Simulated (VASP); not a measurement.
Set up this calculation in VASP 6.6.1, as the native input.

```
Task                   : single point
Functional             : PBE
Potentials or basis    : VASP PAW PBE potentials, release 64 (Hf_pv)
Cutoff                 : 520 eV
k mesh                 : 7 × 7 × 1
Occupations            : fermi-dirac, width 0.05 eV
Spin                   : no spin polarisation
Hubbard terms          : Hf d U = 2 eV
Dipole correction      : yes
Further INCAR settings : ALGO = Fast; EDIFF = 1e-06
```

The structure of Hf lies in POSCAR:

```
Hf
1.0
    3.1966985242      0.0000000000      0.0000000000
   -1.5983492621      2.7684221302      0.0000000000
    0.0000000000      0.0000000000     30.1734000000
Hf
7
Direct
    0.6666666667      0.3333333334      0.2485633041
    0.3333333333      0.6666666666      0.3323755361
    0.6666666667      0.3333333334      0.4161877680
    0.3333333333      0.6666666666      0.5000000000
    0.6666666667      0.3333333334      0.5838122320
    0.3333333333      0.6666666666      0.6676244639
    0.6666666667      0.3333333334      0.7514366959
```

The slab is cut from a database's or a generator's crystal, which needn't be the stable form of the element.

These files were run (other wordings do the same):

INCAR

```
  ALGO = Fast
  DIPOL = 0.5 0.5 0.500
  EDIFF = 1E-6
  ENCUT = 520
  GGA = PE
  IDIPOL = 3
  ISIF = 2
  ISMEAR = -1
  LASPH = T
  LCHARG = T
  LDAU = T
  LDAUJ = 0
  LDAUL = 2
  LDAUPRINT = 1
  LDAUTYPE = 2
  LDAUU = 2
  LDIPOL = T
  LELF = T
  LMAXMIX = 4
  LREAL = F
  LVACPOTAV = T
  LVHAR = T
  LWAVE = F
  NELM = 60
  PREC = Accurate
  SIGMA = 0.05
```

KPOINTS

```
k-points
0
Gamma
  7 7 1
```

Potentials or basis: VASP PAW PBE potentials, release 64 (Hf_pv).

The run is started by

```sh
$ cat potpaw_PBE.64/Hf_pv/POTCAR > POTCAR
$ mpirun -np 1 vasp_std > vasp.out
```

It gave:

```yaml
Largest_force: 0.737 eV/Å
Band_gap_on_the_k_mesh: none (metal or under the smearing width)
Work_function_of_the_upper_face: 4.46 eV
Work_function_of_the_lower_face: 4.46 eV
```

Caveat: U without spin polarisation on a metal has little footing; the U is typed as a test and isn't derived for this compound.

It took 2.9 min on 1 thread of Intel(R) Xeon(R) 6975P-C (Granite Rapids), on a shared host, peak memory 0.38 GiB.
